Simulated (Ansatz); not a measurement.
# CoSn: enthalpy under pressure, worked through

These are results of DFT PBE, scalar-relativistic, plane waves, PAW (Ansatz), not measurements. (420 eV cutoff, 12×12×8 k-mesh, Gaussian smearing of 0.10 eV, no spin polarisation)

Starting point, cell and atoms relaxed:

```xyz
6
Lattice="5.2966 0.0000 0.0000 -2.6483 4.5870 0.0000 0.0000 0.0000 4.2303" Properties=species:S:1:pos:R:3 pbc="T T T"
Co   -1.3241    2.2935    0.0000
Co    1.3241    2.2935    0.0000
Co    2.6483    0.0000    0.0000
Sn    2.6483    1.5290    2.1151
Sn    0.0000    3.0580    2.1151
Sn    0.0000    0.0000    0.0000
```

Cell and atoms were relaxed at each target pressure within the start's symmetry (P6/mmm), at zero temperature; other phases can be more stable under pressure. H = E + PV with P the target; E is the free energy at the smearing used, whose derivative the pressure is, per atom and counted from zero pressure. Spin polarisation was left out, and a magnetic state may lie lower. The mesh named is that at zero pressure; some other pressures ran on another.

| P (GPa) | V (Å³/atom) | E − E0 (meV) | H − H0 (meV) |
| --- | --- | --- | --- |
| 0 | 17.129 | 0.0 | 0.0 |
| 2 | 16.870 | 1.6 | 212.2 |
| 5 | 16.527 | 9.0 | 524.7 |
| 10 | 16.023 | 32.2 | 1032.4 |
| 20 | 15.224 | 105.9 | 2006.4 |
| 40 | 14.086 | 315.5 | 3832.1 |

Q: Thermodynamics gives dH/dP = V along a relaxed path. Integrate V over P by the trapezoid rule and compare with the computed enthalpies.

A: With 1 eV/Å³ = 160.22 GPa, each step adds the mean volume times ΔP / 160.22:
```
P (GPa)  ∫V dP (meV) H − H0 (meV) difference (meV)
      2        212.2         212.2               0.0
      5        524.9         524.7               0.1
     10       1032.8        1032.4               0.4
     20       2008.0        2006.4               1.6
     40       3837.4        3832.1               5.2
```

V(P) curves upward, so the trapezoid rule runs high; integrating a smooth curve through the same points puts that excess at about 6.2 meV at 40 GPa, against the 5.2 meV found.

Q: At 40 GPa, how much of the enthalpy change is stored energy and how much is the PV term?

A: E rises by 315 meV/atom and PV is 40 × 14.086 / 160.22 = 3517 meV/atom, so PV makes 92 % of ΔH. So between rival structures at high pressure a small difference in volume can outweigh the difference in energy: 1 % of this volume is worth 35.2 meV/atom at this pressure.

Q: What bulk modulus do the lowest pressures give?

A: From the pressures that the runs reached, -2.00 GPa (17.407 Å³) and 2.00 GPa (16.870 Å³), B = −ΔP/Δln V = 4.00 / 0.0314 = 128 GPa, a mean over that range.